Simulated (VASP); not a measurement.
# Fe (Im-3m) in VASP: single point with PBE0

Aim: the single point of Fe with PBE0.

All numbers are computed with VASP 6.6.1; they aren't measurements. Logs are shortened: lines on timing, memory, paths and dates and some standing lists are left out, and cuts for length are marked.

## (1) The crystal as given

Symmetry: Im-3m, No. 229, cubic system. Conventional cell: a = 2.785 Å, b = 2.785 Å, c = 2.785 Å, α = 90.00°, β = 90.00°, γ = 90.00°. Fe (site symmetry m-3m) has 8 Fe at 2.41 Å as nearest neighbours.

## (2) Single point, PBE0, collinear spin, ferromagnetic start

File POSCAR:

```
Fe
1.0
   -1.3925200000      1.3925200000      1.3925200000
    1.3925200000     -1.3925200000      1.3925200000
    1.3925200000      1.3925200000     -1.3925200000
Fe
1
Direct
    0.0000000000      0.0000000000      0.0000000000
```

File INCAR.step1:

```
ALGO = Normal
EDIFF = 1E-5
ENCUT = 520
GGA = PE
ISIF = 2
ISMEAR = 0
ISPIN = 2
LASPH = True
LCHARG = False
LMAXMIX = 4
LORBIT = 11
LREAL = False
LWAVE = True
MAGMOM = 3
NBANDS = 14
NELM = 100
PREC = Accurate
SIGMA = 0.1
```

File INCAR.step2:

```
AEXX = 0.25
ALGO = Normal
EDIFF = 1E-6
ENCUT = 520
GGA = PE
HFRCUT = -1
ISIF = 2
ISMEAR = 0
ISPIN = 2
ISTART = 1
LASPH = True
LCHARG = False
LHFCALC = True
LMAXMIX = 4
LORBIT = 11
LREAL = False
LWAVE = False
MAGMOM = 3
NBANDS = 14
NELM = 100
PREC = Accurate
PRECFOCK = Fast
SIGMA = 0.1
```

File KPOINTS:

```
k-points
0
Gamma
  10 10 10
```

Potentials or basis: VASP PAW PBE potentials, release 64 (Fe).

Command:

```bash
$ cat potpaw_PBE.64/Fe/POTCAR > POTCAR
$ cp INCAR.step1 INCAR
$ mpirun -np 1 vasp_std > vasp.out
$ cp INCAR.step2 INCAR
$ mpirun -np 1 vasp_std > vasp.out
```

OUTCAR:

```text
AEXX = 0.25
   EDIFF = 1E-6
   ENCUT = 520
   GGA = PE
   ISIF = 2
   ISMEAR = 0
   ISPIN = 2
   ISTART = 1
   LASPH = True
   LHFCALC = True
   LORBIT = 11
   LREAL = False
   NELM = 100
   PREC = Accurate
   PRECFOCK = Fast

 ion  position               nearest neighbor table
   1  0.000  0.000  0.000-

  LATTYP: Found a body centered cubic cell.
 ALAT       =     2.7850400000

  Lattice vectors:

 A1 = (  -1.3925200000,   1.3925200000,   1.3925200000)
 A2 = (   1.3925200000,  -1.3925200000,   1.3925200000)
 A3 = (   1.3925200000,   1.3925200000,  -1.3925200000)

Analysis of symmetry for initial positions (statically):
=====================================================================
 Subroutine PRICEL returns:
 Original cell was already a primitive cell.

 Routine SETGRP: Setting up the symmetry group for a
 body centered cubic supercell.

 Subroutine GETGRP returns: Found 48 space group operations
 (whereof 48 operations were pure point group operations)
 out of a pool of 48 trial point group operations.

The static configuration has the point symmetry O_h .

Analysis of symmetry for dynamics (positions and initial velocities):
=====================================================================
 Subroutine PRICEL returns:
 Original cell was already a primitive cell.

 Routine SETGRP: Setting up the symmetry group for a
 body centered cubic supercell.

 Subroutine GETGRP returns: Found 48 space group operations
 (whereof 48 operations were pure point group operations)
 out of a pool of 48 trial point group operations.

The dynamic configuration has the point symmetry O_h .

Analysis of structural, dynamic, and magnetic symmetry:
=====================================================================
 Subroutine PRICEL returns:
 Original cell was already a primitive cell.

 Routine SETGRP: Setting up the symmetry group for a
 body centered cubic supercell.

 Subroutine GETGRP returns: Found 48 space group operations
 (whereof 48 operations were pure point group operations)
 out of a pool of 48 trial point group operations.

The overall configuration has the point symmetry O_h .

 Subroutine INISYM returns: Found 48 space group operations
 (whereof 48 operations are pure point group operations),
 and found     1 'primitive' translations

----------------------------------------------------------------------------------------

                                     Primitive cell

  volume of cell :      10.8010

  direct lattice vectors                    reciprocal lattice vectors
    -1.392520000  1.392520000  1.392520000     0.000000000  0.359061270  0.359061270
     1.392520000 -1.392520000  1.392520000     0.359061270  0.000000000  0.359061270
     1.392520000  1.392520000 -1.392520000     0.359061270  0.359061270  0.000000000

  length of vectors
     2.411915391  2.411915391  2.411915391     0.507789318  0.507789318  0.507789318

  position of ions in fractional coordinates (direct lattice)
     0.000000000  0.000000000  0.000000000

  ion indices of the primitive-cell ions
   primitive index   ion index
                 1           1

----------------------------------------------------------------------------------------

 KPOINTS: k-points

Automatic generation of k-mesh.
 Grid dimensions read from file:
 generate k-points for:   10   10   10

 Generating k-lattice:

  Cartesian coordinates                     Fractional coordinates (reciprocal lattice)
     0.000000000  0.035906127  0.035906127     0.100000000  0.000000000  0.000000000
     0.035906127  0.000000000  0.035906127     0.000000000  0.100000000  0.000000000
     0.035906127  0.035906127  0.000000000     0.000000000  0.000000000  0.100000000

  Length of vectors
     0.050778932  0.050778932  0.050778932

  Shift w.r.t. Gamma in fractional coordinates (k-lattice)
     0.000000000  0.000000000  0.000000000

 Subroutine IBZKPT returns following result:
 ===========================================

 Found     47 irreducible k-points:

 Following reciprocal coordinates:
            Coordinates               Weight
  0.000000  0.000000  0.000000      1.000000
[... 34 lines left out ...]
   ISTART =      1    job   : 0-new  1-cont  2-samecut
   ICHARG =      0    charge: 1-file 2-atom 10-const
   ISPIN  =      2    spin polarized calculation?
   LNONCOLLINEAR =      F non collinear calculations
   LSORBIT =      F    spin-orbit coupling
   LASPH  =      T    aspherical Exc in radial PAW
   ENCUT  =  520.0 eV  38.22 Ry    6.18 a.u.   4.48  4.48  4.48*2*pi/ulx,y,z
   NELM   =    100;   NELMIN=  2; NELMDL=  0     # of ELM steps
   EDIFF  = 0.1E-05   stopping-criterion for ELM
   LREAL  =      F    real-space projection
   EDIFFG = 0.1E-04   stopping-criterion for IOM
   NSW    =      0    number of steps for IOM
   IBRION =     -1    ionic relax: 0-MD 1-quasi-New 2-CG
   NFREE  =      0    steps in history (QN), initial steepest desc. (CG)
   ISIF   =      2    stress and relaxation
   ISYM   =      3    0-nonsym 1-usesym 2-fastsym
   POTIM  = 0.5000    time-step for ionic-motion
   TEBEG  =    0.0;   TEEND  =   0.0 temperature during run
   PSTRESS=    0.0 pullay stress
   NELECT =       8.0000    total number of electrons
   NUPDOWN=      -1.0000    fix difference up-down
   EMIN   =  10.00;   EMAX   =-10.00  energy-range for DOS
   EFERMI =   0.00;   METHOD = LEGACY
   ISMEAR =     0;   SIGMA  =   0.10  broadening in eV -4-tet -1-fermi 0-gaus
   EFERMI_NEDOS =   21; number of points for ismear=-14 and -15
   IALGO  =     38    algorithm
   IMIX   =      1    mixing-type and parameters
     AMIX     =   0.40;   BMIX     =  1.00
     AMIX_MAG =   1.60;   BMIX_MAG =  1.00
  volume/ion in A,a.u.               =      10.80        72.89
  Fermi-wavevector in a.u.,A,eV,Ry     =   1.481210  2.799082 29.850964  2.193984
  Thomas-Fermi vector in A             =   2.595149
   LORBIT       =     11    0 simple, 1 ext, 2 COOP (PROOUT), +10 PAW based schemes
   GGA     = PE    functional components
   LHFCALC =     T    Hartree Fock is set to
   PRECFOCK=fast      Normal, Fast or Accurate (Low or Medium for compatibility)
   ENCUT4O =  -1.0   cutoff for four orbital integrals eV
   NKREDX  =     1    reduce k-point grid by
   NKREDY  =     1    reduce k-point grid by
   NKREDZ  =     1    reduce k-point grid by
   AEXX    =    0.2500 exact exchange contribution
   HFSCREEN=    0.0000 screening length (either q_TF or 0.3 A-1)
   HFSCREENC=   0.0000 screening length for correlation (either q_TF or 0.3 A-1)
   ENCUTFOCK=  -1.0 apply spherical cutoff to Coloumb kernel
   IVDW    =     0    specifies the selected vdW correction
   LEPSILON=     F    determine dielectric tensor
   LRPA    =     F    only Hartree local field effects (RPA)
 spin polarized calculation
 Gauss-broadening in eV      SIGMA  =   0.10
  energy-cutoff  :      520.00
  volume of cell :       10.80
 maximum number of plane-waves:       321
 NGX is ok and might be reduce to    18
  NGX = 12; NGY = 12; NGZ = 12

 number of electron       8.0000003 magnetization       2.6716319

 Free energy of the ion-electron system (eV)
  ---------------------------------------------------
  ext. energy  EPLUGINS =         0.00000000
  ---------------------------------------------------
  free energy    TOTEN  =       -12.45668128 eV

  energy without entropy =      -12.45623003  energy(sigma->0) =      -12.45645566

 E-fermi :   6.4418     XC(G=0): -10.4659

 val. band max:        6.2805295485   @ k =   0.1000   0.1000   0.0000
 cond. band min:       6.5572844650   @ k =  -0.3000   0.4000   0.1000
 fundamental gap:      0.2767549165
 Fermi energy:         6.4418241798

 spin component 1

 k-point     1 :       0.0000    0.0000    0.0000
  band No.  band energies     occupation
      1      -3.8648      1.00000
      2       1.0734      1.00000
      3       1.0734      1.00000
      4       1.0734      1.00000
      5       2.5058      1.00000
      6       2.5058      1.00000
      7      33.6523      0.00000
      8      33.6523      0.00000
      9      33.6523      0.00000
     10      39.2381      0.00000
     11      39.2381      0.00000
     12      41.8668      0.00000
     13      41.8668      0.00000
     14      41.8668      0.00000
[... 379 lines left out ...]
      3       1.3467      1.00000
      4       2.2194      1.00000
      5       2.9386      1.00000
      6       3.8124      1.00000
      7      22.0764      0.00000
      8      28.2305      0.00000
      9      28.8708      0.00000
     10      35.5680      0.00000
     11      36.1698      0.00000
     12      39.1769      0.00000
     13      48.7083      0.00000
     14      48.8132      0.00000

 [... further k-points ...]

 spin component 2

 k-point     1 :       0.0000    0.0000    0.0000
  band No.  band energies     occupation
      1      -4.4051      1.00000
      2       7.5003      0.00000
      3       7.5004      0.00000
      4       7.5004      0.00000
      5      10.6715      0.00000
      6      10.6716      0.00000
      7      32.8677      0.00000
      8      32.8677      0.00000
      9      32.8677      0.00000
     10      39.2951      0.00000
     11      39.2951      0.00000
     12      43.0837      0.00000
     13      43.0837      0.00000
     14      43.0837      0.00000
[... 379 lines left out ...]
      3       5.5885      1.00000
      4       9.3689      0.00000
      5       9.8196      0.00000
      6      11.1511      0.00000
      7      23.4081      0.00000
      8      28.2433      0.00000
      9      29.7673      0.00000
     10      35.8959      0.00000
     11      36.7765      0.00000
     12      39.4851      0.00000
     13      48.7429      0.00000
     14      49.1626      0.00000

 [... further k-points ...]

------------------------ aborting loop because EDIFF is reached ----------------------------------------

  FORCE on cell =-STRESS in cart. coord.  units (eV):
  Direction    XX          YY          ZZ          XY          YZ          ZX
  --------------------------------------------------------------------------------------
  -------------------------------------------------------------------------------------
  Total        1.6829805      1.6829805      1.6829805     -0.0000000      0.0000000      0.0000000
  in kB      249.6464214    249.6464214    249.6464214     -0.0000000      0.0000000      0.0000000
  external PRESSURE =     249.6464214 kB  Pullay stress =       0.0000000 kB

 VOLUME and BASIS-vectors are now :
 -----------------------------------------------------------------------------
  energy-cutoff  :      520.00
  volume of cell :       10.80
      direct lattice vectors                 reciprocal lattice vectors
    -1.392520000  1.392520000  1.392520000     0.000000000  0.359061270  0.359061270
     1.392520000 -1.392520000  1.392520000     0.359061270  0.000000000  0.359061270
     1.392520000  1.392520000 -1.392520000     0.359061270  0.359061270  0.000000000

 POSITION                                       TOTAL-FORCE (eV/Angst)
 -----------------------------------------------------------------------------------
      0.00000      0.00000      0.00000         0.000000     -0.000000      0.000000
 -----------------------------------------------------------------------------------
    total drift:                               -0.000000     -0.000000      0.000000

  FREE ENERGIE OF THE ION-ELECTRON SYSTEM (eV)
  ---------------------------------------------------
  free  energy   TOTEN  =       -12.4566812762 eV

  energy  without entropy=      -12.4562300349  energy(sigma->0) =      -12.45645566

 total charge

# of ion       s       p       d       tot
------------------------------------------
    1        0.521   0.617   6.283   7.421

 magnetization (x)

# of ion       s       p       d       tot
------------------------------------------
    1       -0.043  -0.181   2.919   2.695
```

Run time: 57 min. Hardware: 1 thread of Intel Xeon Platinum 8488C (Sapphire Rapids), shared host; peak memory 0.15 GiB.

What came out:

- Free energy: -12.4567 eV
- Pressure: 25.0 GPa
- Band gap on the k mesh: none (metal or under the smearing width)
- Net moment: 2.67 μB per cell
- Site moments: Fe +2.69 μB
- Valence electrons inside the program's atomic spheres: Fe 7.42

Levels at points of the mesh, in eV from the Fermi level:
Spin up:
| k point | band 3 | band 4 | band 5 | band 6 | band 7 | band 8 |
| --- | --- | --- | --- | --- | --- | --- |
| (0.00, 0.00, 0.00) | -5.37 | -5.37 | -3.94 | -3.94 | 27.21 | 27.21 |
| (0.50, 0.00, 0.00) | -3.86 | -3.62 | -2.21 | 0.93 | 8.50 | 20.38 |
| (0.50, 0.50, 0.50) | -2.62 | -2.62 | -2.62 | 11.56 | 11.56 | 11.56 |
Spin down:
| k point | band 1 | band 2 | band 3 | band 4 | band 5 | band 6 | band 7 | band 8 |
| --- | --- | --- | --- | --- | --- | --- | --- | --- |
| (0.00, 0.00, 0.00) | -10.85 | 1.06 | 1.06 | 1.06 | 4.23 | 4.23 | 26.43 | 26.43 |
| (0.50, 0.00, 0.00) | -4.93 | -2.03 | -0.63 | 3.97 | 4.49 | 5.10 | 11.29 | 19.84 |
| (0.50, 0.50, 0.50) | -3.91 | -3.91 | 4.76 | 4.76 | 4.76 | 11.53 | 11.53 | 11.53 |

Caveat: so large a pressure means that the cell lies far from this level's equilibrium, or that cutoff or potentials fall short; the potentials were made for another functional, which shifts forces and pressure.
